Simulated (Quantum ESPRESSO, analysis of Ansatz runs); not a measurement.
## A hop of O in Al2O3 (R-3c), charge 0 (Quantum ESPRESSO)

How high is the barrier when O changes place in Al2O3 (R-3c)? The case: V_O hop (2.5 Å), charge 0, in a cell of 80 host atoms with 1 O taken out.

Program: Quantum ESPRESSO 7.5. Level of theory: Quantum ESPRESSO plane-wave DFT, PBEsol, GBRV 1.5 PBEsol potentials; nudged elastic band between two relaxed defect structures. Results are calculated unless marked as measured.

## (1) Set-up

The cell holds 79 atoms: 32 Al and 47 O. Cell: a = 10.279 Å, b = 10.279 Å, c = 10.279 Å, α = 55.4°, β = 55.4°, γ = 55.4°. It derives from Al2O3 (space group R-3c). Nearest the centre at fractional (0.701, 0.125, 0.548): O79 at 1.29 Å, Al52 at 1.54 Å, Al53 at 1.54 Å, O16 at 2.19 Å, Al41 at 2.28 Å, Al61 at 2.29 Å, O57 at 2.33 Å, O45 at 2.34 Å.

The cell's shortest repeat is 9.6 Å.

## (2) Relaxation of the start point, charge 0

The ends come first: from an unrelaxed start the top is counted from too high an energy, and the barrier comes out too low. Small random displacements break the symmetry of the ideal sites, so that the defect can distort if it gains by it.

Input file pw.in:

```
&CONTROL
  calculation = 'relax'
  prefix = 'pwscf'
  outdir = './tmp'
  pseudo_dir = './pseudo'
  tprnfor = .true.
  disk_io = 'low'
  nstep = 70
  forc_conv_thr = 0.00078
  etot_conv_thr = 0.0001
/
&SYSTEM
  ibrav = 0
  nat = 79
  ntyp = 2
  ecutwfc = 36
  ecutrho = 288
  nbnd = 193
  occupations = 'fixed'
  nosym = .true.
/
&ELECTRONS
  conv_thr = 8d-08
  electron_maxstep = 100
  mixing_beta = 0.5
/
&IONS
  ion_dynamics = 'bfgs'
/
ATOMIC_SPECIES
Al    26.9815 al_pbesol_v1.uspp.F.UPF
O     15.9990 o_pbesol_v1.2.uspp.F.UPF
CELL_PARAMETERS angstrom
   4.7750098375    2.7568532680    8.6755442391
  -4.7750098375    2.7568532680    8.6755442391
   0.0000000000   -5.5137065361    8.6755442391
ATOMIC_POSITIONS crystal
Al     0.3245199248    0.3245008635    0.3205014914
Al     0.4226627848    0.4266359609    0.4264060291
Al     0.0753895768    0.0751251521    0.0701544561
Al     0.1752979221    0.1797923550    0.1744723168
O      0.2205901762    0.0257353350    0.3785665208
O      0.4715798472    0.1217429437    0.2806763445
O      0.0243823329    0.3755130827    0.2229415991
O      0.3729317147    0.2211269226    0.0316534502
O      0.1239133715    0.2764499256    0.4711948384
O      0.2749409758    0.4752133565    0.1255547027
Al     0.3203320582    0.3254508838    0.8242755939
Al     0.4250542022    0.4283128768    0.9229819831
Al     0.0747355458    0.0749282882    0.5702927278
Al     0.1755922552    0.1797313529    0.6741169621
O      0.2209031053    0.0309584567    0.8757045367
O      0.4702902879    0.1286961653    0.7762462229
O      0.0290409700    0.3779183317    0.7192201901
O      0.3727735121    0.2255007293    0.5282219740
O      0.1257993727    0.2803920716    0.9684853346
O      0.2802038546    0.4719197149    0.6215209397
Al     0.3238471111    0.8214005163    0.3274562886
Al     0.4222979707    0.9278830662    0.4274506927
Al     0.0756686947    0.5727987139    0.0710666632
Al     0.1744310306    0.6766593673    0.1739741882
O      0.2219380858    0.5299566587    0.3763414704
O      0.4734278448    0.6212429519    0.2788252637
O      0.0288521820    0.8769072586    0.2183167437
O      0.3740562814    0.7250988628    0.0249761744
O      0.1226547436    0.7766762478    0.4756337964
O      0.2789729487    0.9750998685    0.1225308697
Al     0.3249459533    0.8251481442    0.8201995903
Al     0.4293446551    0.9238501257    0.9266218107
Al     0.0714584706    0.5752249560    0.5724657106
Al     0.1724923828    0.6781854327    0.6760764643
O      0.2235858961    0.5290084184    0.8712070635
O      0.4708330105    0.6285319464    0.7777107850
O      0.0277694069    0.8763152664    0.7241413229
O      0.3747130511    0.7189705644    0.5310802950
O      0.1236175936    0.7763395995    0.9758697190
O      0.2773843934    0.9756445913    0.6224795008
Al     0.8224304252    0.3215096930    0.3272470855
Al     0.9226437817    0.4280436212    0.4279921417
Al     0.5714662916    0.0761091941    0.0721884960
Al     0.6773119948    0.1738576696    0.1789272451
O      0.7216023365    0.0270398875    0.3785341052
O      0.9748608338    0.1216207702    0.2778735905
O      0.5272462314    0.3749999358    0.2253247908
O      0.8721820513    0.2227992323    0.0271690295
O      0.7764327951    0.4726524568    0.1282042701
Al     0.8252651512    0.3262547876    0.8203874187
Al     0.9224475328    0.4270391782    0.9266141091
Al     0.5718693434    0.0717652666    0.5760670294
Al     0.6743560042    0.1781226712    0.6781485233
O      0.7192683858    0.0283784744    0.8782543127
O      0.9728326207    0.1214122968    0.7804006149
O      0.5257708614    0.3748202801    0.7256731145
O      0.8739270188    0.2211957992    0.5264363285
O      0.6253970844    0.2743534974    0.9745628823
O      0.7759688248    0.4734024531    0.6278080232
Al     0.8220712172    0.8275082339    0.3220814002
Al     0.9243316097    0.9273384593    0.4288334452
Al     0.5704158128    0.5760193235    0.0756521557
Al     0.6798505360    0.6746155258    0.1746106952
O      0.7202749462    0.5281286690    0.3784525918
O      0.9751229214    0.6226125443    0.2789422482
O      0.5313522217    0.8750782467    0.2207422249
O      0.8749401665    0.7234353474    0.0244842512
O      0.6284849300    0.7773181010    0.4714807748
O      0.7806667627    0.9703672125    0.1224741388
Al     0.8216123915    0.8265866243    0.8220156187
Al     0.9258240694    0.9258662923    0.9233700019
Al     0.5710814316    0.5773158712    0.5735351368
Al     0.6741552862    0.6758793018    0.6747832286
O      0.7186543829    0.5297707688    0.8747145829
O      0.9695653299    0.6284924271    0.7768188475
O      0.5269101661    0.8719502741    0.7243275029
O      0.8716508925    0.7233743849    0.5304752688
O      0.6234621727    0.7817073774    0.9711008509
O      0.7797854049    0.9690646504    0.6273248287
K_POINTS gamma
```

On the command line:

```bash
> OMP_NUM_THREADS=1 mpirun -n 4 pw.x -in pw.in > pw.out
```

Output:

```text
[shortened: banners, details of potentials and solvers, and blank lines are left out]
     gamma-point specific algorithms are used
     one sub-group per band group will be used
     scalapack distributed-memory algorithm (size of sub-group:  2*  2 procs)
     bravais-lattice index     =            0
     lattice parameter (alat)  =      19.4252  a.u.
     unit-cell volume          =    4624.1563 (a.u.)^3
     number of atoms/cell      =           79
     number of atomic types    =            2
     number of electrons       =       378.00
     number of Kohn-Sham states=          193
     kinetic-energy cutoff     =      36.0000  Ry
     charge density cutoff     =     288.0000  Ry
     scf convergence threshold =      8.0E-08
     mixing beta               =       0.5000
     number of iterations used =            8  plain     mixing
     energy convergence thresh.=      1.0E-04
     force convergence thresh. =      7.8E-04
     Exchange-correlation= SLA  PW   PSX  PSC
                           (   1   4  10   8   0   0   0)
     nstep                     =           70
     crystal axes: (cart. coord. in units of alat)
               a(1) = (   0.464522   0.268192   0.843974 )
               a(2) = (  -0.464522   0.268192   0.843974 )
               a(3) = (   0.000000  -0.536384   0.843974 )
     PseudoPot. # 1 for Al read from file:
     al_pbesol_v1.uspp.F.UPF
     Pseudo is Ultrasoft + core correction, Zval =  3.0
[...]
PseudoPot. # 2 for O  read from file:
     o_pbesol_v1.2.uspp.F.UPF
     Pseudo is Ultrasoft + core correction, Zval =  6.0
[...]
atomic species   valence    mass     pseudopotential
     Al                3.00    26.98150     Al( 1.00)
     O                 6.00    15.99900     O ( 1.00)
     No symmetry found
     site n.     atom                  positions (alat units)
         1        Al     tau(   1) = (   0.0000089   0.0021503   0.8182515  )
         2        Al     tau(   2) = (  -0.0018456  -0.0009422   1.0766616  )
         3        Al     tau(   3) = (   0.0001228   0.0027371   0.1862390  )
         4        Al     tau(   4) = (  -0.0020878   0.0016482   0.4469370  )
         5        O      tau(   5) = (   0.0905144  -0.1369945   0.5273926  )
         6        O      tau(   6) = (   0.1625070   0.0085741   0.7376325  )
         7        O      tau(   7) = (  -0.1631081  -0.0123336   0.5256582  )
         8        O      tau(   8) = (   0.0705167   0.1423434   0.5280847  )
[...]
number of k points=     1
                       cart. coord. in units 2pi/alat
        k(    1) = (   0.0000000   0.0000000   0.0000000), wk =   2.0000000
     Dense  grid:   190929 G-vectors     FFT dimensions: ( 108, 108, 108)
     Smooth grid:    67502 G-vectors     FFT dimensions: (  75,  75,  75)
     starting charge     377.9246, renormalised to     378.0000
     Self-consistent Calculation
     iteration #  1     ecut=    36.00 Ry     beta= 0.50
     total energy              =   -1734.05884712 Ry
     estimated scf accuracy    <      15.07199002 Ry
     iteration #  2     ecut=    36.00 Ry     beta= 0.50
     total energy              =   -1738.48594132 Ry
     estimated scf accuracy    <       1.46143743 Ry
     iteration #  3     ecut=    36.00 Ry     beta= 0.50
     total energy              =   -1738.55320536 Ry
     estimated scf accuracy    <       0.15133023 Ry
[...]
estimated scf accuracy    <       0.00006559 Ry
     iteration #  8     ecut=    36.00 Ry     beta= 0.50
     total energy              =   -1738.59378870 Ry
     estimated scf accuracy    <       0.00000442 Ry
     iteration #  9     ecut=    36.00 Ry     beta= 0.50
     total energy              =   -1738.59379011 Ry
     estimated scf accuracy    <       0.00000014 Ry
     iteration # 10     ecut=    36.00 Ry     beta= 0.50
     End of self-consistent calculation
          k = 0.0000 0.0000 0.0000 (  8449 PWs)   bands (ev):
   -11.7563 -10.8105 -10.7757 -10.7085 -10.6840 -10.6384 -10.6291 -10.5889
   -10.5712 -10.5535 -10.5223 -10.3709  -9.9309  -9.9202  -9.8846  -9.7197
    -9.6849  -9.6519  -9.5306  -9.5200  -9.4792  -9.4029  -9.2963  -9.2423
    -9.2164  -9.1925  -9.1580  -9.1501  -9.1351  -9.1281  -9.1016  -9.0691
    -9.0509  -9.0379  -8.9995  -8.9911  -8.9617  -8.9529  -8.9244  -8.9147
    -8.8902  -8.8554  -8.7317  -8.7093  -8.6848  -8.6796  -8.6336   0.4633
     0.8470   0.8756   0.8813   0.9124   0.9662   1.0104   1.1405   1.2560
     1.2685   1.4469   1.5722   1.6461   1.6780   1.7449   1.7838   1.8226
[...]
15.1457
     highest occupied, lowest unoccupied level (ev):    10.1589   13.6770
!    total energy              =   -1738.59379012 Ry
     estimated scf accuracy    <       0.00000003 Ry
     The total energy is the sum of the following terms:
     one-electron contribution =    -325.42848866 Ry
     hartree contribution      =     436.13370070 Ry
     xc contribution           =    -486.05144419 Ry
     ewald contribution        =   -1363.24755797 Ry
     convergence has been achieved in  10 iterations
     Forces acting on atoms (cartesian axes, Ry/au):
     atom    1 type  1   force =    -0.00153341   -0.01231817    0.00809584
     atom    2 type  1   force =     0.03374643    0.00193758    0.01724291
     atom    3 type  1   force =     0.00086700   -0.01961886    0.00659397
     atom    4 type  1   force =     0.01498021   -0.02140072   -0.01817719
     atom    5 type  2   force =     0.00438186    0.02184189   -0.01308092
     atom    6 type  2   force =    -0.01217630    0.01255511    0.01385801
     atom    7 type  2   force =     0.00414810    0.01185216    0.00709231
     atom    8 type  2   force =    -0.01555520    0.01600380    0.00063710
[...]
Total force =     0.220104     Total SCF correction =     0.000114
     BFGS Geometry Optimization
     Energy error            =      4.8E-02 Ry
     Gradient error          =      3.8E-02 Ry/Bohr
     number of scf cycles    =   1
     number of bfgs steps    =   0
     energy             new  =   -1738.5937901156 Ry
     new trust radius        =       0.0393121009 bohr
     new conv_thr            =       0.0000000800 Ry
ATOMIC_POSITIONS (crystal)
Al               0.3242054844        0.3243563593        0.3214542535
Al               0.4249452835        0.4251786053        0.4266326421
Al               0.0749440486        0.0745835410        0.0715438041
Al               0.1750737675        0.1779080601        0.1754720228
O                0.2212657743        0.0259253255        0.3769030428
O                0.4715885662        0.1231010674        0.2801547908
O                0.0251355555        0.3758066034        0.2223274611
O                0.3725947248        0.2225137948        0.0306424285
[...]
Self-consistent Calculation
[...]
iteration #  3     ecut=    36.00 Ry     beta= 0.50
     total energy              =   -1738.64538012 Ry
     estimated scf accuracy    <       0.00000034 Ry
     iteration #  4     ecut=    36.00 Ry     beta= 0.50
     total energy              =   -1738.64538017 Ry
     estimated scf accuracy    <       0.00000005 Ry
     iteration #  5     ecut=    36.00 Ry     beta= 0.50
     total energy              =   -1738.64538018 Ry
     estimated scf accuracy    <          3.9E-09 Ry
     iteration #  6     ecut=    36.00 Ry     beta= 0.50
[...]
k = 0.0000 0.0000 0.0000 (  8449 PWs)   bands (ev):
   -11.7247 -10.7475 -10.7234 -10.6095 -10.6067 -10.5947 -10.5940 -10.5865
   -10.5760 -10.5656 -10.5371 -10.3742  -9.9149  -9.8935  -9.8405  -9.6695
    -9.6620  -9.6371  -9.5054  -9.4927  -9.4374  -9.3620  -9.2313  -9.2116
    -9.1764  -9.1285  -9.1157  -9.1127  -9.1043  -9.1014  -9.0950  -9.0555
    -9.0321  -8.9835  -8.9810  -8.9674  -8.9609  -8.9580  -8.9526  -8.9450
    -8.9384  -8.9266  -8.7712  -8.7377  -8.7044  -8.6998  -8.6835   0.4863
     0.9006   0.9120   0.9161   0.9414   0.9624   1.0233   1.1471   1.2671
     1.2708   1.4766   1.5621   1.6733   1.7184   1.7753   1.7785   1.8493
[...]
highest occupied, lowest unoccupied level (ev):     9.6781   13.6875
!    total energy              =   -1738.64538018 Ry
     estimated scf accuracy    <          2.6E-10 Ry
[...]
convergence has been achieved in   6 iterations
     Forces acting on atoms (cartesian axes, Ry/au):
     atom    1 type  1   force =    -0.00032933   -0.00057355   -0.00016101
     atom    2 type  1   force =     0.00047637    0.00079154    0.00007792
     atom    3 type  1   force =    -0.00043732    0.00021594    0.00011569
     atom    4 type  1   force =    -0.00018526   -0.00040159   -0.00033778
     atom    5 type  2   force =    -0.00044507   -0.00049867   -0.00049600
     atom    6 type  2   force =     0.00021259    0.00005682    0.00028331
     atom    7 type  2   force =    -0.00028680    0.00000135   -0.00040795
     atom    8 type  2   force =    -0.00102469    0.00017948    0.00003032
[...]
Total force =     0.005055     Total SCF correction =     0.000039
[...]
number of scf cycles    =  10
     number of bfgs steps    =   9
     energy             old  =   -1738.6453152817 Ry
     energy             new  =   -1738.6453801781 Ry
     CASE: energy            _new < energy            _old
     new trust radius        =       0.0040457247 bohr
[...]
ATOMIC_POSITIONS (crystal)
Al               0.3233382540        0.3255526975        0.3244133265
Al               0.4358350395        0.4203294505        0.4277178026
Al               0.0730508239        0.0747631846        0.0738523995
Al               0.1728603010        0.1786041225        0.1768970581
O                0.2209948495        0.0289434061        0.3748964697
O                0.4710671519        0.1260649052        0.2779595453
O                0.0257675112        0.3762169090        0.2228639098
O                0.3739815440        0.2226188273        0.0277458031
[...]
Self-consistent Calculation
     iteration #  1     ecut=    36.00 Ry     beta= 0.50
     total energy              =   -1738.64541333 Ry
     estimated scf accuracy    <       0.00001532 Ry
     iteration #  2     ecut=    36.00 Ry     beta= 0.50
     total energy              =   -1738.64541453 Ry
     estimated scf accuracy    <       0.00000154 Ry
     iteration #  3     ecut=    36.00 Ry     beta= 0.50
     total energy              =   -1738.64541475 Ry
     estimated scf accuracy    <       0.00000019 Ry
     iteration #  4     ecut=    36.00 Ry     beta= 0.50
     total energy              =   -1738.64541478 Ry
     estimated scf accuracy    <       0.00000002 Ry
     iteration #  5     ecut=    36.00 Ry     beta= 0.50
     total energy              =   -1738.64541478 Ry
     estimated scf accuracy    <          2.3E-09 Ry
     iteration #  6     ecut=    36.00 Ry     beta= 0.50
     End of self-consistent calculation
          k = 0.0000 0.0000 0.0000 (  8449 PWs)   bands (ev):
   -11.7246 -10.7478 -10.7230 -10.6097 -10.6067 -10.5946 -10.5941 -10.5859
   -10.5762 -10.5650 -10.5362 -10.3738  -9.9143  -9.8937  -9.8402  -9.6695
    -9.6611  -9.6382  -9.5054  -9.4922  -9.4370  -9.3619  -9.2308  -9.2117
    -9.1765  -9.1286  -9.1153  -9.1128  -9.1044  -9.1011  -9.0951  -9.0557
    -9.0312  -8.9831  -8.9811  -8.9669  -8.9608  -8.9578  -8.9520  -8.9455
    -8.9387  -8.9264  -8.7711  -8.7374  -8.7046  -8.6995  -8.6834   0.4864
     0.9010   0.9118   0.9159   0.9416   0.9629   1.0233   1.1473   1.2667
     1.2704   1.4773   1.5621   1.6736   1.7185   1.7752   1.7786   1.8500
[...]
14.9889
     highest occupied, lowest unoccupied level (ev):     9.6738   13.6876
!    total energy              =   -1738.64541479 Ry
     estimated scf accuracy    <          1.6E-10 Ry
     The total energy is the sum of the following terms:
     one-electron contribution =    -322.32741081 Ry
     hartree contribution      =     434.68444193 Ry
     xc contribution           =    -485.95845534 Ry
     ewald contribution        =   -1365.04399056 Ry
     convergence has been achieved in   6 iterations
     Forces acting on atoms (cartesian axes, Ry/au):
     atom    1 type  1   force =    -0.00007756   -0.00011456   -0.00000346
     atom    2 type  1   force =     0.00014378    0.00065153   -0.00003206
     atom    3 type  1   force =    -0.00013111    0.00020151    0.00009511
     atom    4 type  1   force =    -0.00020371   -0.00028057   -0.00019941
     atom    5 type  2   force =    -0.00048261   -0.00030310   -0.00010286
     atom    6 type  2   force =     0.00015882   -0.00013342   -0.00003634
     atom    7 type  2   force =     0.00007499   -0.00018903   -0.00046871
     atom    8 type  2   force =    -0.00049748   -0.00007699    0.00016194
[...]
Total force =     0.003518     Total SCF correction =     0.000027
     Energy error            =      3.5E-05 Ry
     Gradient error          =      6.6E-04 Ry/Bohr
     bfgs converged in  11 scf cycles and  10 bfgs steps
     (criteria: energy <  1.0E-04 Ry, force <  7.8E-04 Ry/Bohr)
     End of BFGS Geometry Optimization
     Final energy             =   -1738.6454147850 Ry
Begin final coordinates
ATOMIC_POSITIONS (crystal)
Al               0.3233382540        0.3255526975        0.3244133265
Al               0.4358350395        0.4203294505        0.4277178026
Al               0.0730508239        0.0747631846        0.0738523995
Al               0.1728603010        0.1786041225        0.1768970581
O                0.2209948495        0.0289434061        0.3748964697
O                0.4710671519        0.1260649052        0.2779595453
O                0.0257675112        0.3762169090        0.2228639098
O                0.3739815440        0.2226188273        0.0277458031
[...]
End final coordinates
   JOB DONE.
```

Elapsed: 3.5 min, on 4 MPI ranks of Arm Neoverse V1, shared host; peak memory 1.3 GiB; 14 min of CPU time.

Step by step:

```csv
step,energy less that of the first step (eV)
0,0.0000
1,-0.4638
2,-0.6272
3,-0.6592
4,-0.6820
5,-0.6924
6,-0.6961
7,-0.6994
8,-0.7010
9,-0.7019
10,-0.7024
```

The atoms that moved most (Å):

```csv
atom,dx,dy,dz,length
Al2,0.093,0.012,0.071,0.118
Al41,-0.055,-0.042,-0.048,0.084
O79,-0.044,0.025,-0.011,0.052
O46,-0.044,-0.007,0.001,0.044
O56,0.006,0.034,-0.022,0.041
Al1,-0.011,-0.022,0.033,0.041
O65,-0.033,0.000,-0.018,0.038
Al32,-0.033,-0.004,-0.016,0.037
```

Neighbours of O79 at the end:

```csv
atom,distance (Å)
Al61,1.866
Al70,1.880
Al52,1.965
Al53,1.966
O16,2.512
O45,2.611
O54,2.631
O57,2.718
O76,2.734
O37,2.737
O77,2.739
```

This step gave:

```
highest filled level                                                                              : 9.674 eV
lowest empty level                                                                                : 13.69 eV
r.m.s. move of the farther half of the atoms                                                      : 0.005971 Å
largest move from the ideal geometry of this structure, a common shift of the far atoms taken out : 0.09843 Å
```

The relaxation gained 0.702 eV and ended with a largest force component of 0.017 eV/Å.

(Part 1 of 3 ends here.)

[Logs are printed without paths, hosts, clocks, repeated set-up lines and the standing remarks that a program may print on its own settings, such as how far it seeks lower states.]

[Hosts, paths, dates, database ids (printed as entryN), source tags and the programs' standing remarks are cut or masked in the printed files.]
